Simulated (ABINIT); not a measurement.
Crystal: Ti.

```
CELL_PARAMETERS angstrom
2.95000 0.00000 0.00000
-1.47500 2.55477 0.00000
0.00000 0.00000 4.68000
ATOMIC_POSITIONS crystal
Ti 0.66667 0.33333 0.75000
Ti 0.33333 0.66667 0.25000
```

Base run:

```yaml
Program: ABINIT 10.8.3 (patched build)
Functional: SOGGA
Potentials_or_basis: JTH PAW PBE v2.0
Cutoff: 408 eV
k_mesh: 10 × 10 × 6
Occupations: fermi-dirac, width 0.05 eV
Spin: no spin polarisation
```

Its results: band gap on the k mesh none (metal or under the smearing width); pressure -5.7 GPa.

Question: The run is repeated on the same cell with these changes: functional from SOGGA to PBEsol; k mesh from 10 × 10 × 6 to 4 × 4 × 2. What comes out?

Answer: Band gap on the k mesh none (metal or under the smearing width); pressure -5.3 GPa.

Several settings changed at once, so the effect can't be laid on one alone.

Caveats: some runs use coarse meshes; the PAW data sets were made with another functional, which shifts forces and pressure a little.
